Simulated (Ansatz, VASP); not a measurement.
Two plane-wave programs on CuI (Marshite)

```
Cu I
1.0
     0.00000    2.97697    2.97697
     2.97697    0.00000    2.97697
     2.97697    2.97697    0.00000
Cu I
1 1
Direct
  0.25000 0.25000 0.25000
  0.00000 0.00000 0.00000
```

Alike in both runs: task single point; functional PBE; k mesh 8 × 8 × 8; occupations gaussian, width 0.02 eV; no spin polarisation.

|  | VASP | Ansatz |
| --- | --- | --- |
| version | VASP 6.6.1 | Ansatz 0.2.0 |
| potentials or method | VASP PAW PBE potentials, release 64 (Cu, I) | scalar-relativistic, plane waves, PAW |
| plane-wave cutoff (eV) | 520 | 420 |
| valence electrons in the cell | 18 | 36 |

```tsv
	VASP	Ansatz	Ansatz less VASP
gap on the k mesh at the Fermi level (eV)	1.29	1.27	-0.024
least direct gap on the mesh (eV)	1.29	1.27	-0.024
pressure (GPa)	2.9	2.9	0.00
```

The two sets of potentials don't hold the same shells in valence.

Caveats: spin-orbit coupling is left out, which moves the levels of the heavy elements.
